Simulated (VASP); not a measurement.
A run of VASP 6.6.1 is set up as follows.

INCAR

```
  ALGO = Normal
  EDIFF = 1E-6
  ENCUT = 520
  ISIF = 2
  ISMEAR = -1
  LASPH = True
  LCHARG = False
  LMIXTAU = True
  LREAL = False
  LWAVE = False
  METAGGA = RSCAN
  NELM = 100
  PREC = Accurate
  SIGMA = 0.05
```

The input KPOINTS:

```
k-points
0
Gamma
  8 8 10
```

File POSCAR:

```
Si
1.0
    4.1209500000      0.0000000000      0.0000000000
   -2.0604700000      3.5688500000      0.0000000000
    0.0000000000      0.0000000000      2.6547900000
Si
2
Direct
    0.3333300000      0.6666700000      0.5000000000
    0.6666700000      0.3333300000      0.5000000000
```

KPOINTS_OPT

```
path GMKGALHA,LM,KH
20
line-mode
reciprocal
 0.0000000000  0.0000000000  0.0000000000  G
 0.5000000000  0.0000000000  0.0000000000  M

 0.5000000000  0.0000000000  0.0000000000  M
 0.3333333333  0.3333333333  0.0000000000  K

 0.3333333333  0.3333333333  0.0000000000  K
 0.0000000000  0.0000000000  0.0000000000  G

 0.0000000000  0.0000000000  0.0000000000  G
 0.0000000000  0.0000000000  0.5000000000  A

 0.0000000000  0.0000000000  0.5000000000  A
 0.5000000000  0.0000000000  0.5000000000  L

 0.5000000000  0.0000000000  0.5000000000  L
 0.3333333333  0.3333333333  0.5000000000  H

 0.3333333333  0.3333333333  0.5000000000  H
 0.0000000000  0.0000000000  0.5000000000  A

 0.5000000000  0.0000000000  0.5000000000  L
 0.5000000000  0.0000000000  0.0000000000  M

 0.3333333333  0.3333333333  0.0000000000  K
 0.3333333333  0.3333333333  0.5000000000  H
```

Potentials or basis: VASP PAW PBE potentials, release 64 (Si).

Run with:

```sh
$ cat potpaw_PBE.64/Si/POTCAR > POTCAR
$ mpirun -np 1 vasp_std > vasp.out
```

Question: What does it give for the band gap along the path?

Answer: None (metal or under the smearing width).

Question: Estimate the pressure.

Answer: -1.4 GPa.

Levels at the corners of the path, in eV from the Fermi level:
```tsv
point	band 1	band 2	band 3	band 4	band 5	band 6	band 7	band 8
Γ	-13.03	-3.14	-3.14	-2.82	1.30	1.30	5.89	6.71
M	-11.11	-9.31	-4.37	-1.33	6.48	7.41	7.54	8.25
M	-11.11	-9.31	-4.37	-1.33	6.48	7.41	7.54	8.25
K	-10.14	-10.14	-5.87	3.16	3.16	4.21	9.06	9.06
K	-10.14	-10.14	-5.87	3.16	3.16	4.21	9.06	9.06
Γ	-13.03	-3.14	-3.14	-2.82	1.30	1.30	5.89	6.71
Γ	-13.03	-3.14	-3.14	-2.82	1.30	1.30	5.89	6.71
A	-8.88	-6.29	-0.28	-0.28	1.22	3.61	4.47	4.47
A	-8.88	-6.29	-0.28	-0.28	1.22	3.61	4.47	4.47
L	-6.93	-5.28	-4.57	-2.81	-1.38	3.10	4.12	5.41
L	-6.93	-5.28	-4.57	-2.81	-1.38	3.10	4.12	5.41
H	-5.99	-5.99	-3.68	-3.68	-2.64	2.30	7.38	7.49
H	-5.99	-5.99	-3.68	-3.68	-2.64	2.30	7.38	7.49
A	-8.88	-6.29	-0.28	-0.28	1.22	3.61	4.47	4.47
L	-6.93	-5.28	-4.57	-2.81	-1.38	3.10	4.12	5.41
M	-11.11	-9.31	-4.37	-1.33	6.48	7.41	7.54	8.25
K	-10.14	-10.14	-5.87	3.16	3.16	4.21	9.06	9.06
H	-5.99	-5.99	-3.68	-3.68	-2.64	2.30	7.38	7.49
```

Caveat: the PAW data sets were made with another functional, which shifts forces and pressure a little.
